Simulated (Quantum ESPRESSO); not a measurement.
The system is CaF2 (Fluorite).

```xyz
3
Lattice="0.0000 2.7310 2.7310 2.7310 0.0000 2.7310 2.7310 2.7310 0.0000" Properties=species:S:1:pos:R:3 pbc="T T T"
Ca    0.0000    0.0000    0.0000
F     1.3655    1.3655    1.3655
F     4.0965    4.0965    4.0965
```

Base run:

- Program: Quantum ESPRESSO 7.5
- Functional: LDA
- Potentials or basis: PseudoDojo 0.4.1 SR LDA standard
- Cutoff: 1143 eV
- Density cutoff: 4572 eV
- k mesh: 6 × 6 × 6, shifted
- Occupations: fermi-dirac, width 0.02 eV
- Spin: no spin polarisation

Its results: pressure -6.7 GPa; electronic dielectric tensor (diagonal) 2.31.

The run is repeated on the same cell with these changes: functional from LDA to PBE; potentials or basis from PseudoDojo 0.4.1 SR LDA standard to PseudoDojo 0.4.1 SR PBE standard. What comes out?

Pressure 1.9 GPa; electronic dielectric tensor (diagonal) 2.27.

Caveats: the cell is more than 3 GPa from zero pressure, which shifts response properties (some runs).
